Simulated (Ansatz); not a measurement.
# Yb (sc type): the cost of one run

Method: DFT PBE, with the methods named in each step, in Ansatz 0.2.0.

5 further runs of the same task are left out: 4 that didn't finish, 1 set aside as unsound or not needed.

## (1) The structure to begin with

It takes space group Pm-3m (No. 221, cubic). The conventional cell has a = 3.391 Å, b = 3.391 Å, c = 3.391 Å, α = 90.00°, β = 90.00°, γ = 90.00°. Around Yb (site symmetry m-3m) lie 6 Yb at 3.39 Å.

As a file:

```xyz
1
Lattice="3.3912 0.0000 0.0000 0.0000 3.3912 0.0000 0.0000 0.0000 3.3912" Properties=species:S:1:pos:R:3 pbc="T T T"
Yb    0.0000    0.0000    0.0000
```

Whether this phase is the stable one at these pressures isn't tested.

## (2) The reference volume, LAPW

The input, input.yaml:

```yaml
crystal:
  lattice:
    - [3.3912129185, 0.0, 0.0]
    - [0.0, 3.3912129185, 0.0]
    - [0.0, 0.0, 3.3912129185]
  atoms:
    - { symbol: Yb, position: [0.0, 0.0, 0.0] }
kpoints:
  mp_grid: { grid: [13, 13, 13] }
  band_path:
    path:
      - [0.0, 0.0, 0.0]
      - [0.0, 0.5, 0.0]
      - [0.5, 0.5, 0.0]
      - [0.0, 0.0, 0.0]
      - [0.5, 0.5, 0.5]
      - [0.0, 0.5, 0.0]
      - [0.5, 0.5, 0.5]
      - [0.5, 0.5, 0.0]
    npoints: 14
scf:
  occupations: { method: fermi_dirac, width: 0.1 }
hamiltonian:
  xc: pbe
  pseudopotentials: { kind: all_electron, lapw: { basis_error: 0.001 } }
output:
  forces: true
  stress: true
  eigenvalues: true
  populations: true
  dos: { projected: true, de: 0.2, e_range: [-14, 8] }
```

Command:

```
ansatz run input.yaml --threads 1 --pin off --max-ram 3072MiB --backend cpu --events-out ev --progress --plain --runs-dir out
```

**Question.** How long does this run take on 1 thread of Arm Neoverse V1, shared host, and how much memory does it need?

About 27 s, with a peak of 0.32 GiB.
